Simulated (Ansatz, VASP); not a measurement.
**One calculation of Ta, two programs**

```
Ta
1.0
    -1.65128    1.65128    1.65128
     1.65128   -1.65128    1.65128
     1.65128    1.65128   -1.65128
Ta
1
Cartesian
  0.0000 0.0000 0.0000
```

Alike in both runs: functional PBE; k mesh 9 × 9 × 9; occupations fermi-dirac, width 0.05 eV; no spin polarisation.

|  | VASP | Ansatz |
| --- | --- | --- |
| version | VASP 6.6.1 | Ansatz 0.2.0 |
| potentials or method | VASP PAW PBE potentials, release 64 (Ta_pv) | Ansatz PAW |
| plane-wave cutoff (eV) | 520 | 420 |
| valence electrons in the cell | 11 | 13 |
| task | single point | band structure |

Ansatz gave:

| Quantity | Value |
| --- | --- |
| gap on the k mesh at the Fermi level (eV) | none |
| pressure (GPa) | 3.2 |

Task: What did VASP give for the same quantities?

Result: gap on the k mesh at the Fermi level (eV): none; pressure (GPa): 3.3.

A gap of «none» marks a metal or a gap that the smearing closes. The functional is the same, so the differences come from potentials, cutoffs and numerics. The two sets of potentials don't hold the same shells in valence.

Caveats: spin-orbit coupling is left out, which moves the levels of the heavy elements (Ansatz). Spin-orbit coupling is left out, which matters for the levels of Ta.
